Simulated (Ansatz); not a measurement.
Mg:

```xyz
1
Lattice="0.0000 2.2443 2.2443 2.2443 0.0000 2.2443 2.2443 2.2443 0.0000" Properties=species:S:1:pos:R:3 pbc="T T T"
Mg    0.0000    0.0000    0.0000
```

This isn't the form of Mg at room conditions, which is hcp.

* Program: Ansatz 0.2.0
* Task: relaxation of cell and atoms
* Functional: PBE
* Dispersion: D3(BJ)
* Potentials or basis: all-electron LAPW, scalar-relativistic
* Basis error allowed: 0.001 eV/atom
* k mesh: 10 × 10 × 10
* Occupations: fermi-dirac, width 0.05 eV
* Spin: no spin polarisation

At the start: volume 22.61 Å³/atom.

**Question.** Where does the relaxation end?

**Answer.** Over 4 steps the energy falls by 3.0 meV/atom and the volume is 21.84 Å³/atom (-3.4 %); space group Fm-3m (No. 225, to 0.05 Å).

Step by step:
```
step  energy change (eV)  largest force (eV/Å)  volume (Å³)
   1              0.0000                0.0000        22.61
   2             -0.0029                0.0000        22.03
   3             -0.0030                0.0000        21.84
   4             -0.0030                0.0000        21.84
```

Final structure:
```
Mg
1.0
     0.00000    2.21866    2.21866
     2.21866    0.00000    2.21866
     2.21866    2.21866    0.00000
Mg
1
Direct
  0.00000 0.00000 0.00000
```
